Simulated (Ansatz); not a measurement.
AgCl, DFT, PBEsol, all-electron LAPW, scalar-relativistic (Ansatz 0.2.0), run on 1 thread of Arm Neoverse V2 on a shared host.

Structure from Materials Project entry mp-726265 (possibly hypothetical), not relaxed further. The listed cell was then made from it by scaling, straining or moving an atom.

Command: `ansatz run input.yaml --threads 1 --pin off --max-ram 3072MiB --backend cpu --events-out ev --progress --plain --runs-dir out`

```yaml
crystal:
  lattice:
    - [3.4902776466, 0.0, 0.0]
    - [0.0, 3.4902776466, 0.0]
    - [0.0, 0.0, 3.4902776466]
  atoms:
    - { symbol: Ag, position: [0.0, 0.0, 0.0] }
    - { symbol: Cl, position: [0.5, 0.5, 0.5] }
kpoints:
  mp_grid: { grid: [9, 9, 9] }
scf:
  occupations: { method: fermi_dirac, width: 0.01 }
hamiltonian:
  xc: pbesol
  pseudopotentials: { kind: all_electron, lapw: { basis_error: 0.001 } }
output:
  forces: true
  stress: true
  eigenvalues: true
```

(1) How large is the problem that the program sets up?

(2) Estimate the wall time and the peak memory.

(3) And the same cell and mesh by crystal-made all-electron datasets, asked for forces, stress, eigenvalues, efg, on the same hardware?

Results:

(1) 35 irreducible k-points, 251 plane waves at Γ, 21 bands.

(2) 5.5 s of wall time for 9 SCF iterations, with a peak of 0.27 GiB. Times on shared machines scatter by tens of per cent.

(3) 4.1 s, peak memory 0.41 GiB.
